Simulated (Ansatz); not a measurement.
MgSe:

```
Se Mg
1.0
     0.00000    2.72550    2.72550
     2.72550    0.00000    2.72550
     2.72550    2.72550    0.00000
Se Mg
1 1
Direct
  0.50000 0.50000 0.50000
  0.00000 0.00000 0.00000
```

Base run:

| Quantity | Value |
| --- | --- |
| Program | Ansatz 0.2.0 |
| Functional | PBEsol |
| Potentials or basis | Ansatz PAW |
| Cutoff | 420 eV |
| Density cutoff | 1680 eV |
| k mesh | 6 × 6 × 6 |
| Occupations | fermi-dirac, width 0.05 eV |
| Spin | spin-orbit coupling, no magnetisation |

Its results: band gap on the k mesh 1.63 eV, indirect (least direct gap 2.36 eV); pressure 0.0 GPa.

Task: The run is repeated on the same cell with these changes: functional from PBEsol to PBE. What comes out?

Result: Band gap on the k mesh 1.68 eV, indirect (least direct gap 2.47 eV); pressure 2.1 GPa.

PBE binds less tightly than PBEsol, so the same cell stands under more pressure.

Caveats: the PAW data sets come from PBE, with cores solved anew for the run's functional, which leaves a small shift of forces and pressure (some runs).

Not every run made on this cell is shown here.
